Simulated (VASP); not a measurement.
A run of VASP 6.6.1:

File INCAR:

```
SYSTEM = Mo
PREC = Accurate
ENCUT = 650
EDIFF = 1E-7
ISMEAR = 1
SIGMA = 0.1
LREAL = Auto
LASPH = .True.
NELM = 120
ALGO = Fast
ISIF = 2
LWAVE = .False.
LCHARG = .False.
NBANDS = 504
NCORE = 1
KPAR = 2
```

Contents of KPOINTS:

```
regular mesh
0
Gamma
  3 3 3
  0 0 0
```

The input POSCAR:

```
Mo
1.0
   -6.3352358876      6.3352358876      6.3352358876
    6.3352358876     -6.3352358876      6.3352358876
    6.3352358876      6.3352358876     -6.3352358876
Mo
63
Direct
    0.0000000000      0.0000000000      0.2500000000
    0.0000000000      0.0000000000      0.5000000000
    0.0000000000      0.0000000000      0.7500000000
    0.0000000000      0.2500000000      0.0000000000
    0.0000000000      0.2500000000      0.2500000000
    0.0000000000      0.2500000000      0.5000000000
    0.0000000000      0.2500000000      0.7500000000
    0.0000000000      0.5000000000      0.0000000000
    0.0000000000      0.5000000000      0.2500000000
    0.0000000000      0.5000000000      0.5000000000
    0.0000000000      0.5000000000      0.7500000000
    0.0000000000      0.7500000000      0.0000000000
    0.0000000000      0.7500000000      0.2500000000
    0.0000000000      0.7500000000      0.5000000000
    0.0000000000      0.7500000000      0.7500000000
    0.2500000000      0.0000000000      0.0000000000
    0.2500000000      0.0000000000      0.2500000000
    0.2500000000      0.0000000000      0.5000000000
    0.2500000000      0.0000000000      0.7500000000
    0.2500000000      0.2500000000      0.0000000000
    0.2500000000      0.2500000000      0.2500000000
    0.2500000000      0.2500000000      0.5000000000
    0.2500000000      0.2500000000      0.7500000000
    0.2500000000      0.5000000000      0.0000000000
    0.2500000000      0.5000000000      0.2500000000
    0.2500000000      0.5000000000      0.5000000000
    0.2500000000      0.5000000000      0.7500000000
    0.2500000000      0.7500000000      0.0000000000
    0.2500000000      0.7500000000      0.2500000000
    0.2500000000      0.7500000000      0.5000000000
    0.2500000000      0.7500000000      0.7500000000
    0.5000000000      0.0000000000      0.0000000000
    0.5000000000      0.0000000000      0.2500000000
    0.5000000000      0.0000000000      0.5000000000
    0.5000000000      0.0000000000      0.7500000000
    0.5000000000      0.2500000000      0.0000000000
    0.5000000000      0.2500000000      0.2500000000
    0.5000000000      0.2500000000      0.5000000000
    0.5000000000      0.2500000000      0.7500000000
    0.5000000000      0.5000000000      0.0000000000
    0.5000000000      0.5000000000      0.2500000000
    0.5000000000      0.5000000000      0.5000000000
    0.5000000000      0.5000000000      0.7500000000
    0.5000000000      0.7500000000      0.0000000000
    0.5000000000      0.7500000000      0.2500000000
    0.5000000000      0.7500000000      0.5000000000
    0.5000000000      0.7500000000      0.7500000000
    0.7500000000      0.0000000000      0.0000000000
    0.7500000000      0.0000000000      0.2500000000
    0.7500000000      0.0000000000      0.5000000000
    0.7500000000      0.0000000000      0.7500000000
    0.7500000000      0.2500000000      0.0000000000
    0.7500000000      0.2500000000      0.2500000000
    0.7500000000      0.2500000000      0.5000000000
    0.7500000000      0.2500000000      0.7500000000
    0.7500000000      0.5000000000      0.0000000000
    0.7500000000      0.5000000000      0.2500000000
    0.7500000000      0.5000000000      0.5000000000
    0.7500000000      0.5000000000      0.7500000000
    0.7500000000      0.7500000000      0.0000000000
    0.7500000000      0.7500000000      0.2500000000
    0.7500000000      0.7500000000      0.5000000000
    0.7500000000      0.7500000000      0.7500000000
```

Potentials or basis: VASP PAW LDA potentials, release 64 (Mo_sv).

Run with:

```console
$ cat potpaw_LDA.64/Mo_sv/POTCAR > POTCAR
$ mpirun -np 4 vasp_std > vasp.out
```

Hardware: 4 MPI ranks on Intel(R) Xeon(R) 6975P-C (Granite Rapids), on a shared host.

Estimate the wall time of this run.

It took 31 min on 4 MPI ranks on Intel(R) Xeon(R) 6975P-C (Granite Rapids), with other jobs on the host, peak memory 1.4 GiB a rank. Counts: scf iterations 24, k points 4.
